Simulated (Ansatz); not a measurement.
**Al2Ru: convergence and cost**

This session on Al2Ru sets out to relax the cell with several choices of k mesh.

Program: Ansatz 0.2.0. Level of theory: DFT PBEsol, scalar-relativistic, plane waves, PAW. These are calculated values, not measurements.

### 1 The starting structure

It takes space group Fddd (No. 70, orthorhombic). Conventional cell: a = 4.705 Å, b = 7.980 Å, c = 8.783 Å, α = 90.00°, β = 90.00°, γ = 90.00°. Al (site symmetry 2) is surrounded by 5 Ru at 2.57 to 2.72 Å and 5 Al at 2.60 to 2.73 Å. Around Ru (site symmetry 222) lie 10 Al at 2.57 to 2.72 Å.

Coordinates:

```
CELL_PARAMETERS angstrom
0.00000 3.98984 4.39153
2.35247 0.00000 4.39153
2.35247 3.98984 0.00000
ATOMIC_POSITIONS crystal
Al 0.07906 0.42094 0.07906
Al 0.42094 0.07906 0.42094
Al 0.17094 0.82906 0.17094
Al 0.82906 0.17094 0.82906
Ru 0.75000 0.75000 0.75000
Ru 0.50000 0.50000 0.50000
```

Source of the structure: the Materials Project (structure only). It is taken as it stands there.

### 2 The base run, which the others are set against

File input.yaml:

```yaml
crystal:
  lattice:
    - [0.0, 3.9898374997, 4.3915250777]
    - [2.3524746913, 0.0, 4.3915250777]
    - [2.3524746913, 3.9898374997, 0.0]
  atoms:
    - { symbol: Al, position: [0.07906103, 0.42093897, 0.07906103] }
    - { symbol: Al, position: [0.42093897, 0.07906103, 0.42093897] }
    - { symbol: Al, position: [0.17093897, 0.82906103, 0.17093897] }
    - { symbol: Al, position: [0.82906103, 0.17093897, 0.82906103] }
    - { symbol: Ru, position: [0.75, 0.75, 0.75] }
    - { symbol: Ru, position: [0.5, 0.5, 0.5] }
basis:
  ecutwfc: 420
kpoints:
  mp_grid: { grid: [10, 10, 10] }
hamiltonian:
  xc: pbesol
scf:
  occupations: { method: gaussian, width: 0.01 }
output:
  forces: true
  stress: true
  eigenvalues: true
  populations: true
  write_density: true
  write_potential: true
  elf: true
  volumetric_format: npy
```

Its results, from an earlier run: -2289.2200 eV/atom at zero smearing, pressure -0.53 GPa, largest force 0.015 eV/Å, gap on the mesh 0.08 eV, in 6 SCF cycles and 41 s.

### 3 Relaxation, k mesh: 1×1×1

File input.yaml:

```yaml
crystal:
  lattice:
    - [0.0, 3.9898374997, 4.3915250777]
    - [2.3524746913, 0.0, 4.3915250777]
    - [2.3524746913, 3.9898374997, 0.0]
  atoms:
    - { symbol: Al, position: [0.07906103, 0.42093897, 0.07906103] }
    - { symbol: Al, position: [0.42093897, 0.07906103, 0.42093897] }
    - { symbol: Al, position: [0.17093897, 0.82906103, 0.17093897] }
    - { symbol: Al, position: [0.82906103, 0.17093897, 0.82906103] }
    - { symbol: Ru, position: [0.75, 0.75, 0.75] }
    - { symbol: Ru, position: [0.5, 0.5, 0.5] }
basis:
  ecutwfc: 420
kpoints:
  mp_grid: { grid: [1, 1, 1] }
hamiltonian:
  xc: pbesol
scf:
  occupations: { method: gaussian, width: 0.01 }
output:
  forces: true
  stress: true
  eigenvalues: true
relax:
  adjacent_minimum: "off"
  f_tol: 0.01
  max_steps: 60
  cell: { stress_tol: 0.05 }
```

On the command line:

```console
> ansatz run input.yaml --threads 1 --pin off --max-ram 2560MiB --backend cpu --events-out ev --progress --plain --runs-dir out
```

### 4 Relaxation, k mesh: 2×2×2

Edit input.yaml of step 3 so:

```diff
@@ -15,3 +15,3 @@
 kpoints:
-  mp_grid: { grid: [1, 1, 1] }
+  mp_grid: { grid: [2, 2, 2] }
 hamiltonian:
```

### 5 Relaxation, k mesh: 4×4×4

Edit input.yaml of step 4 so:

```diff
@@ -15,3 +15,3 @@
 kpoints:
-  mp_grid: { grid: [2, 2, 2] }
+  mp_grid: { grid: [4, 4, 4] }
 hamiltonian:
```

### 6 Relaxing with k mesh 6×6×6

Edit input.yaml of step 5 so:

```diff
@@ -15,3 +15,3 @@
 kpoints:
-  mp_grid: { grid: [4, 4, 4] }
+  mp_grid: { grid: [6, 6, 6] }
 hamiltonian:
```

(Steps that only read results are left out.)

Q: Predict the outcome of the series: the values and the trend.

As calculated:

```
                          quantity                                                                    value
relaxed volume by k mesh (Å³/atom)  1×1×1: 14.64; 2×2×2: 13.75; 4×4×4: 13.70; 6×6×6: 13.70; 10×10×10: 13.70
```

**Reading.** The relaxed volumes span 6.8 %. From 2×2×2 on the volume holds to 0.5 %, at 0.075 of the time of the best run.
